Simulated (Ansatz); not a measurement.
# Al: frozen-core PAW against all-electron methods

```
Al
1.0
     0.06072    2.05434    2.05434
     2.05434    0.06072    2.05434
     2.05434    2.05434    0.06072
Al
1
Direct
  0.00000 0.00000 0.00000
```

The cell is COD entry 4313206, as deposited and not checked against the literature; nothing was relaxed. The listed cell was then made from it by scaling, straining or moving an atom.

Levels of theory: DFT, PBE, PAW with Ansatz's default frozen-core files, scalar-relativistic (Ansatz 0.2.0); DFT, PBE, all-electron PAW with datasets made for the crystal, scalar-relativistic (Ansatz 0.2.0); DFT, PBE, all-electron LAPW, scalar-relativistic (Ansatz 0.2.0).

For PAW: a Γ-centred 14×14×14 k mesh, Fermi–Dirac smearing of 0.05 eV, cutoff 420 eV, no spin polarisation. The crystal-made all-electron datasets (AE datasets) take a cutoff of 140 eV at this cell. LAPW targets a basis error of 1 meV/atom. The Ansatz runs share mesh, smearing and spin set-up. Plane-wave (PAW) pressures include the program's estimate of the Pulay term.

Stress and pressure are positive in compression.

The change that made this cell: equal xy, yz and zx engineering shear strains of +3 %.

```csv
quantity,PAW,AE datasets,LAPW
pressure (GPa),-0.29,-0.30,-0.29
stress yz (GPa),-0.17,-0.17,-0.17
stress xz (GPa),-0.17,-0.17,-0.17
stress xy (GPa),-0.17,-0.17,-0.17
```

PAW's pressure differs from the LAPW value by about 0.01 GPa or less. Datasets made for the crystal and LAPW share parts of one code, so their agreement isn't an independent check.
